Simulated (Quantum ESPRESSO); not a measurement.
The system is CuO.

```
Cu O
1.0
     2.87950    0.00000    0.00000
     0.03907    2.87928    0.00000
     0.01750    0.01724    5.17634
Cu O
2 2
Direct
  0.00000 0.50000 0.00000
  0.50000 0.00000 0.50000
  0.99842 0.00167 0.74989
  0.00158 0.99833 0.25011
```

The cell comes from a database or a generator and needn't be the stable form of this composition.

Base run:

```yaml
Program: Quantum ESPRESSO 7.5
Functional: LDA
Potentials_or_basis: GBRV 1.5 LDA
Cutoff: 762 eV
Density_cutoff: 6095 eV
k_mesh: 9 × 9 × 5
Occupations: fermi-dirac, width 0.05 eV
Spin: no spin polarisation
```

Its results: band gap on the k mesh none (metal or under the smearing width); pressure -7.6 GPa; largest force 0.014 eV/Å.

Task: The run is repeated on the same cell with these changes: functional from LDA to PBEsol; potentials or basis from GBRV 1.5 LDA to GBRV 1.5 PBEsol. What comes out?

Result: Band gap on the k mesh none (metal or under the smearing width); pressure -1.4 GPa; largest force 0.012 eV/Å.

Caveats: the run has no spin polarisation, though such a crystal can be magnetic; semilocal functionals often make such compounds metallic where correlation or magnetic order opens a gap, which also shifts bond lengths.
